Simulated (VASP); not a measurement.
# Relaxed cell of SiC (Moissanite): a test of cutoff and mesh

How far does the relaxed cell of SiC (Moissanite) depend on cutoff and k mesh? The starting structure is a measured crystal structure from the Crystallography Open Database. The first relaxation on each setting starts from this cell expanded by 3 % in volume.

Calculated with VASP 6.6.1; Kohn-Sham DFT with plane waves and PAW; PBEsol.

## (1) Set-up

It takes space group P6_3mc (No. 186, hexagonal). The conventional cell has a = 3.081 Å, b = 3.081 Å, c = 15.125 Å, α = 90.00°, β = 90.00°, γ = 120.00°. Nearest to Si lie 4 C at 1.89 Å. Nearest to Si lie 4 C at 1.88 to 1.90 Å. C has 4 Si at 1.89 to 1.90 Å nearest. Nearest to C lie 4 Si at 1.89 Å. C has 4 Si at 1.88 to 1.89 Å nearest. Farther neighbours are not listed.

## (2) Reference relaxation

This run starts from the cell of an earlier relaxation, which isn't shown; the restart sets up the plane waves anew.

INCAR reads:

```
SYSTEM = SiC
PREC = Accurate
ENCUT = 520
EDIFF = 1E-06
NELM = 100
ISMEAR = 0
SIGMA = 0.03
LREAL = .FALSE.
ALGO = Normal
GGA = PS
NBANDS = 36
LORBIT = 11
LWAVE = .FALSE.
LCHARG = .FALSE.
KPAR = 16
IBRION = 2
NSW = 50
ISIF = 3
EDIFFG = -0.006
```

POSCAR reads:

```
SiC
1.0
    3.0804630372      0.0000000000      0.0000000000
   -1.5402315186      2.6677592457      0.0000000000
    0.0000000000      0.0000000000     15.1143895478
Si C
6 6
Direct
    0.3333333333      0.6666666667      0.8329959875
    0.6666666667      0.3333333333      0.3329959875
    0.6666666667      0.3333333333      0.6665039981
    0.3333333333      0.6666666667      0.1665039981
    0.0000000000      0.0000000000      0.4997215087
    0.0000000000      0.0000000000      0.9997215087
    0.0000000000      0.0000000000      0.8743688475
    0.0000000000      0.0000000000      0.3743688475
    0.3333333333      0.6666666667      0.7079993925
    0.6666666667      0.3333333333      0.2079993925
    0.6666666667      0.3333333333      0.5415102657
    0.3333333333      0.6666666667      0.0415102657
```

KPOINTS reads:

```
Automatic mesh
0
Gamma
9 9 2
0 0 0
```

Potentials, in the order of the species: Si and C (PBE family, release 64).

Launch:

```bash
$ mpirun -np 16 vasp_std
```

The log of the run:

```text
[banner, memory and clock lines left out]
running   16 mpi-ranks, on    1 nodes
 distrk:  each k-point on    1 cores,   16 groups
 distr:  one band on    1 cores,    1 groups

 POSCAR found type information on POSCAR SiC
 POSCAR found :  2 types and      12 ions
|                                                                             |
|           W    W    AA    RRRRR   N    N  II  N    N   GGGG   !!!           |
|           W    W   A  A   R    R  NN   N  II  NN   N  G    G  !!!           |
|           W    W  A    A  R    R  N N  N  II  N N  N  G       !!!           |
|           W WW W  AAAAAA  RRRRR   N  N N  II  N  N N  G  GGG   !            |
|           WW  WW  A    A  R   R   N   NN  II  N   NN  G    G                |
|           W    W  A    A  R    R  N    N  II  N    N   GGGG   !!!           |
|                                                                             |
|     For optimal performance we recommend to set                             |
|       NCORE = 2 up to number-of-cores-per-socket                            |
|     NCORE specifies how many cores store one orbital (NPAR=cpu/NCORE).      |
|     This setting can greatly improve the performance of VASP for DFT.       |
|     The default, NCORE=1 might be grossly inefficient on modern             |
|     multi-core architectures or massively parallel machines. Do your        |
|     Unfortunately you need to use the default for GW and RPA                |
|     calculations (for HF NCORE is supported but not extensively tested      |
|     yet).                                                                   |
|                                                                             |

|                                                                             |
|               ----> ADVICE to this user running VASP <----                  |
|                                                                             |
|     You enforced a specific xc type in the INCAR file but a different       |
|     [... a line on the potential file left out ...]
|     I HOPE YOU KNOW WHAT YOU ARE DOING!                                     |
|                                                                             |

 LDA part: xc-table for (Slater+PW92), standard interpolation
 POSCAR, INCAR and KPOINTS ok, starting setup
 FFT: planning ... GRIDC
 FFT: planning ... GRID_SOFT
 FFT: planning ... GRID
 WAVECAR not read
 entering main loop
       N       E                     dE             d eps       ncg     rms          rms(c)
DAV:   1     0.124318944906E+03    0.12432E+03   -0.21826E+04  1728   0.119E+03
DAV:   2    -0.942147468386E+02   -0.21853E+03   -0.20441E+03  2252   0.212E+02
DAV:   3    -0.106095178344E+03   -0.11880E+02   -0.11797E+02  2272   0.471E+01
DAV:   4    -0.106272278167E+03   -0.17710E+00   -0.17673E+00  2216   0.657E+00
DAV:   5    -0.106275990875E+03   -0.37127E-02   -0.37095E-02  2200   0.907E-01    0.214E+01
DAV:   6    -0.959388844731E+02    0.10337E+02   -0.29636E+01  2124   0.199E+01    0.975E+00
DAV:   7    -0.955890432739E+02    0.34984E+00   -0.30486E+00  2304   0.661E+00    0.397E+00
DAV:   8    -0.955139448713E+02    0.75098E-01   -0.20887E-01  2092   0.180E+00    0.118E+00
DAV:   9    -0.955036806324E+02    0.10264E-01   -0.26200E-02  2168   0.707E-01    0.169E-01
DAV:  10    -0.955040051856E+02   -0.32455E-03   -0.15422E-03  2144   0.177E-01    0.856E-02
DAV:  11    -0.955040298869E+02   -0.24701E-04   -0.11166E-04  2160   0.590E-02    0.144E-02
DAV:  12    -0.955040289194E+02    0.96746E-06   -0.72852E-06  2160   0.121E-02
   1 F= -.95504029E+02 E0= -.95504029E+02  d E =-.955040E+02
 curvature:   0.00 expect dE= 0.000E+00 dE for cont linesearch  0.000E+00
 trial: gam= 0.00000 g(F)=  0.174E-06 g(S)=  0.144E-05 ort = 0.000E+00 (trialstep = 0.100E+01)
 search vector abs. value=  0.162E-05
 reached required accuracy - stopping structural energy minimisation
```

The job ended after 9.4 s (16 MPI ranks of AMD EPYC 9R45, shared host; peak memory 4.3 GiB; 96 s of CPU time).

The logs omit lines about the potential files and the build; timing stands in the text.

OUTCAR, selected parts (step 2):

```text
ion  position               nearest neighbor table
   1  0.333  0.667  0.833-   7 1.89   7 1.89   7 1.89   9 1.89   3 3.08   3 3.08   3 3.08   6 3.08
                             6 3.08   6 3.08
   2  0.667  0.333  0.333-   8 1.89   8 1.89   8 1.89  10 1.89   4 3.08   4 3.08   4 3.08   5 3.08
                             5 3.08   5 3.08
   3  0.667  0.333  0.667-   9 1.89   9 1.89   9 1.89  11 1.89   1 3.08   1 3.08   1 3.08   5 3.09
                             5 3.09   5 3.09
   4  0.333  0.667  0.167-  10 1.89  10 1.89  10 1.89  12 1.89   2 3.08   2 3.08   2 3.08   6 3.09
                             6 3.09   6 3.09
   5  0.000  0.000  0.500-  11 1.89  11 1.89  11 1.89   8 1.89   2 3.08   2 3.08   2 3.08   3 3.09
                             3 3.09   3 3.09
   6  0.000  0.000  1.000-  12 1.89  12 1.89  12 1.89   7 1.89   1 3.08   1 3.08   1 3.08   4 3.09
                             4 3.09   4 3.09
   7  0.000  0.000  0.874-   1 1.89   1 1.89   1 1.89   6 1.89
   8  0.000  0.000  0.374-   2 1.89   2 1.89   2 1.89   5 1.89
   9  0.333  0.667  0.708-   3 1.89   3 1.89   3 1.89   1 1.89
  10  0.667  0.333  0.208-   4 1.89   4 1.89   4 1.89   2 1.89
  11  0.667  0.333  0.542-   5 1.89   5 1.89   5 1.89   3 1.89
  12  0.333  0.667  0.042-   6 1.89   6 1.89   6 1.89   4 1.89

  LATTYP: Found a hexagonal cell.
 ALAT       =     3.0804630372
 C/A-ratio  =     4.9065317017

 Subroutine GETGRP returns: Found 12 space group operations
 (whereof  6 operations were pure point group operations)

The static configuration has the point symmetry C_3v.
 The point group associated with its full space group is C_6v.

 Found     24 irreducible k-points:

   k-points           NKPTS =     24   k-points in BZ     NKDIM =     24   number of bands    NBANDS=     36

   dimension x,y,z NGX =    24 NGY =   24 NGZ =  112
   dimension x,y,z NGXF=    48 NGYF=   48 NGZF=  224

   ENCUT  =  520.0 eV  38.22 Ry    6.18 a.u.   5.73  5.73 28.10*2*pi/ulx,y,z

   NELECT =      48.0000    total number of electrons

 k-points in reciprocal lattice and weights: Automatic mesh
   0.00000000  0.00000000  0.00000000       0.006
   0.11111111  0.00000000  0.00000000       0.037
   0.22222222 -0.00000000  0.00000000       0.037
   0.33333333  0.00000000  0.00000000       0.037
   0.44444444 -0.00000000  0.00000000       0.037
   0.11111111  0.11111111  0.00000000       0.037
   0.22222222  0.11111111  0.00000000       0.074
   0.33333333  0.11111111  0.00000000       0.074
   0.44444444  0.11111111  0.00000000       0.037
[...]
0.33333333  0.22222222  0.50000000       0.074
   0.33333333  0.33333333  0.50000000       0.012

 average (electrostatic) potential at core
       1 -80.0978       2 -80.0978       3 -80.1149       4 -80.1149       5 -80.1636
       6 -80.1636       7 -44.9332       8 -44.9332       9 -44.9469      10 -44.9469
      11 -45.0087      12 -45.0087

 E-fermi :   8.2384

 k-point     1 :       0.0000    0.0000    0.0000
  band No.  band energies     occupation
    ...
     20       7.7933      2.00000
     21       7.7933      2.00000
     22       8.0605      2.00000
     23       8.0969      2.00000
     24       8.0969      2.00000
     25      13.2094      0.00000
     26      13.3778      0.00000
     27      13.7888      0.00000
     28      14.3000      0.00000
     29      14.3460      0.00000
    ...

 k-point     2 :       0.1111    0.0000    0.0000
  band No.  band energies     occupation
    ...
     20       7.3563      2.00000
     21       7.5415      2.00000
     22       7.5952      2.00000
     23       7.9240      2.00000
     24       8.0046      2.00000
     25      13.3915      0.00000
     26      13.6810      0.00000
     27      13.7948      0.00000
     28      14.3575      0.00000
     29      14.5185      0.00000
    ...

 k-point     3 :       0.2222   -0.0000    0.0000
  band No.  band energies     occupation
    ...
     20       6.4857      2.00000
     21       7.0745      2.00000
     22       7.1063      2.00000
     23       7.5189      2.00000
     24       7.6693      2.00000
     25      11.9910      0.00000
     26      12.2910      0.00000
     27      12.6296      0.00000
     28      13.2866      0.00000
     29      13.9763      0.00000
    ...

  Total        0.0125682      0.0125682      0.0065936      0.0000000      0.0000000     -0.0000000
  in kB        0.1621181      0.1621181      0.0850514      0.0000000      0.0000000     -0.0000000
  external PRESSURE =       0.1364292 kB  Pullay stress =       0.0000000 kB

  energy-cutoff  :      520.00
  volume of cell :      124.21
      direct lattice vectors                 reciprocal lattice vectors
     3.080463037  0.000000000  0.000000000     0.324626521  0.187423209  0.000000000
    -1.540231519  2.667759246  0.000000000     0.000000000  0.374846419  0.000000000
     0.000000000  0.000000000 15.114389548     0.000000000  0.000000000  0.066162116

 POSITION                                       TOTAL-FORCE (eV/Angst)
 -----------------------------------------------------------------------------------
     -0.00000      1.77851     12.59023         0.000000      0.000000     -0.000396
      1.54023      0.88925      5.03303        -0.000000     -0.000000     -0.000396
      1.54023      0.88925     10.07380         0.000000     -0.000000     -0.000497
     -0.00000      1.77851      2.51661        -0.000000      0.000000     -0.000497
      0.00000      0.00000      7.55299         0.000000     -0.000000     -0.000454
      0.00000      0.00000     15.11018        -0.000000      0.000000     -0.000454
      0.00000      0.00000     13.21555         0.000000      0.000000      0.000748
      0.00000      0.00000      5.65836         0.000000      0.000000      0.000748
     -0.00000      1.77851     10.70098        -0.000000      0.000000      0.000775
      1.54023      0.88925      3.14378         0.000000     -0.000000      0.000775
      1.54023      0.88925      8.18460        -0.000000      0.000000     -0.000176
     -0.00000      1.77851      0.62740         0.000000     -0.000000     -0.000176
 -----------------------------------------------------------------------------------
    total drift:                               -0.000000     -0.000000      0.000380

  FREE ENERGIE OF THE ION-ELECTRON SYSTEM (eV)
  ---------------------------------------------------
  free  energy   TOTEN  =       -95.5040289194 eV

  energy  without entropy=      -95.5040289194  energy(sigma->0) =      -95.50402892

 reached required accuracy - stopping structural energy minimisation

 total charge
# of ion       s       p       d       tot
------------------------------------------
    1        0.709   0.970   0.000   1.679
    2        0.709   0.970   0.000   1.679
    3        0.708   0.973   0.000   1.681
    4        0.708   0.973   0.000   1.681
    5        0.708   0.971   0.000   1.680
    6        0.708   0.971   0.000   1.680
    7        0.833   1.699   0.000   2.533
    8        0.833   1.699   0.000   2.533
    9        0.833   1.699   0.000   2.532
   10        0.833   1.699   0.000   2.532
   11        0.833   1.698   0.000   2.531
   12        0.833   1.698   0.000   2.531
--------------------------------------------------
tot          9.249  16.021   0.000  25.271

[... 3 further parts left out ...]
```

CONTCAR:

```
SiC
   1.00000000000000
     3.0804630371999999    0.0000000000000000    0.0000000000000000
    -1.5402315186000000    2.6677592457000001    0.0000000000000000
     0.0000000000000000    0.0000000000000000   15.1143895478000001
  Si              C
     6     6
Direct
     0.3333333332999970    0.6666666667000030    0.8329959874999986
     0.6666666667000030    0.3333333332999970    0.3329959874999986
     0.6666666667000030    0.3333333332999970    0.6665039980999978
     0.3333333332999970    0.6666666667000030    0.1665039980999978
     0.0000000000000000    0.0000000000000000    0.4997215086999987
     0.0000000000000000    0.0000000000000000    0.9997215086999987
     0.0000000000000000    0.0000000000000000    0.8743688475000013
     0.0000000000000000    0.0000000000000000    0.3743688475000013
     0.3333333332999970    0.6666666667000030    0.7079993924999997
     0.6666666667000030    0.3333333332999970    0.2079993924999997
     0.6666666667000030    0.3333333332999970    0.5415102656999977
     0.3333333332999970    0.6666666667000030    0.0415102656999977
```

The PAW data sets were made with PBE, which is usual practice but a small mismatch for other functionals. The run keeps the 12 symmetry operations of its start, so it cannot find a distortion of lower symmetry.

The reference relaxation ends at 10.351 Å³ an atom.

## (3) Relaxation with a cutoff of 400 eV

Against step 2 the input has ENCUT = 400. This run starts from the cell of an earlier relaxation, which isn't shown; the restart sets up the plane waves anew.

INCAR: that of step 2 with these lines changed.

```diff
@@ -2,3 +2,3 @@
 PREC = Accurate
-ENCUT = 520
+ENCUT = 400
 EDIFF = 1E-06
```

POSCAR reads:

```
SiC
1.0
    3.0762480441      0.0000000000      0.0000000000
   -1.5381240221      2.6641089546      0.0000000000
    0.0000000000      0.0000000000     15.0934971223
Si C
6 6
Direct
    0.3333333333      0.6666666667      0.8329975073
    0.6666666667      0.3333333333      0.3329975073
    0.6666666667      0.3333333333      0.6665025916
    0.3333333333      0.6666666667      0.1665025916
    0.0000000000      0.0000000000      0.4997183701
    0.0000000000      0.0000000000      0.9997183701
    0.0000000000      0.0000000000      0.8743720719
    0.0000000000      0.0000000000      0.3743720719
    0.3333333333      0.6666666667      0.7080007665
    0.6666666667      0.3333333333      0.2080007665
    0.6666666667      0.3333333333      0.5415086927
    0.3333333333      0.6666666667      0.0415086927
```

KPOINTS is that of step 2.

Launch:

```bash
$ mpirun -np 16 vasp_std
```

The log of the run:

```text
[banner, memory and clock lines left out]
running   16 mpi-ranks, on    1 nodes
[...]
[... a notice as in an earlier step ...]

 [... a notice as in an earlier step ...]

 LDA part: xc-table for (Slater+PW92), standard interpolation
 POSCAR, INCAR and KPOINTS ok, starting setup
[...]
entering main loop
       N       E                     dE             d eps       ncg     rms          rms(c)
DAV:   1     0.927623248628E+02    0.92762E+02   -0.18580E+04  1728   0.964E+02
DAV:   2    -0.961856553276E+02   -0.18895E+03   -0.17722E+03  2240   0.191E+02
DAV:   3    -0.106132095369E+03   -0.99464E+01   -0.98850E+01  2288   0.424E+01
DAV:   4    -0.106270206592E+03   -0.13811E+00   -0.13785E+00  2200   0.566E+00
[...]
DAV:  10    -0.955254723011E+02   -0.31947E-03   -0.15060E-03  2156   0.174E-01    0.850E-02
DAV:  11    -0.955254958559E+02   -0.23555E-04   -0.10707E-04  2156   0.574E-02    0.141E-02
DAV:  12    -0.955254956182E+02    0.23769E-06   -0.75858E-06  2164   0.126E-02
[...]
DAV:   2    -0.955255043884E+02    0.16884E-03   -0.37017E-04  2116   0.831E-02    0.591E-02
DAV:   3    -0.955254643620E+02    0.40026E-04   -0.12826E-04  2056   0.439E-02    0.103E-02
DAV:   4    -0.955254609646E+02    0.33973E-05   -0.11113E-05  2132   0.133E-02    0.486E-03
DAV:   5    -0.955254611113E+02   -0.14669E-06   -0.90830E-07  1208   0.398E-03
   2 F= -.95525461E+02 E0= -.95525461E+02  d E =0.345069E-04
 trial-energy change:    0.000035  1 .order    0.000044   -0.000557    0.000645
 step:   0.4752(harm=  0.4634)  dis= 0.00001  next Energy=   -95.525629 (dE=-0.133E-03)
[...]
N       E                     dE             d eps       ncg     rms          rms(c)
DAV:   1    -0.955256964508E+02   -0.23549E-03   -0.24138E-03  1952   0.251E-01    0.597E-02
DAV:   2    -0.955256483402E+02    0.48111E-04   -0.10042E-04  2112   0.433E-02    0.300E-02
DAV:   3    -0.955256334344E+02    0.14906E-04   -0.34599E-05  2024   0.227E-02    0.537E-03
DAV:   4    -0.955256317172E+02    0.17173E-05   -0.27551E-06  1520   0.688E-03    0.254E-03
DAV:   5    -0.955256309222E+02    0.79496E-06   -0.53395E-07  1092   0.321E-03
   3 F= -.95525631E+02 E0= -.95525631E+02  d E =-.135304E-03
[...]
reached required accuracy - stopping structural energy minimisation
```

It took 11 s on 16 MPI ranks; peak memory 3.5 GiB; 1.9 min of CPU time.

OUTCAR, selected parts (step 3):

```text
  Total        0.0047992      0.0047992      0.0033545     -0.0000000      0.0000000      0.0000000
  in kB        0.0622368      0.0622368      0.0435022     -0.0000000      0.0000000      0.0000000
  external PRESSURE =       0.0559919 kB  Pullay stress =       0.0000000 kB

 POSITION                                       TOTAL-FORCE (eV/Angst)
 -----------------------------------------------------------------------------------
     -0.00000      1.77533     12.56786         0.000000     -0.000000     -0.000170
      1.53748      0.88767      5.02410         0.000000      0.000000     -0.000170
      1.53748      0.88767     10.05587        -0.000000      0.000000      0.000022
     -0.00000      1.77533      2.51212         0.000000     -0.000000      0.000022
     -0.00000      0.00000      7.53951         0.000000     -0.000000     -0.000619
      0.00000      0.00000     15.08326        -0.000000     -0.000000     -0.000619
     -0.00000      0.00000     13.19209         0.000000     -0.000000      0.000044
     -0.00000      0.00000      5.64833         0.000000      0.000000      0.000044
     -0.00000      1.77533     10.68198        -0.000000     -0.000000      0.000299
      1.53748      0.88767      3.13822         0.000000     -0.000000      0.000299
      1.53748      0.88767      8.17002         0.000000      0.000000      0.000425
     -0.00000      1.77533      0.62626        -0.000000     -0.000000      0.000425
 -----------------------------------------------------------------------------------
    total drift:                                0.000000      0.000000      0.000108

  FREE ENERGIE OF THE ION-ELECTRON SYSTEM (eV)
  ---------------------------------------------------
  free  energy   TOTEN  =       -95.5256309222 eV

  energy  without entropy=      -95.5256309222  energy(sigma->0) =      -95.52563092

[... 2 parts as in an earlier step ...]

[... 2 further parts left out ...]
[key lines of the parts left out:]
E-fermi :   8.3146
```

With a cutoff of 400 eV the cell ends at 10.295 Å³ an atom, -0.53 % from the reference.

[end of part 1 of 2]

[Lines on the potential files, build, host, timing and source positions are cut from VASP's logs without a mark.]

[Logs are printed without paths, hosts, clocks, repeated set-up lines and the standing remarks that a program may print on its own settings, such as how far it seeks lower states.]

[Hosts, paths, dates, database ids (printed as entryN), source tags and the programs' standing remarks are cut or masked in the printed files.]
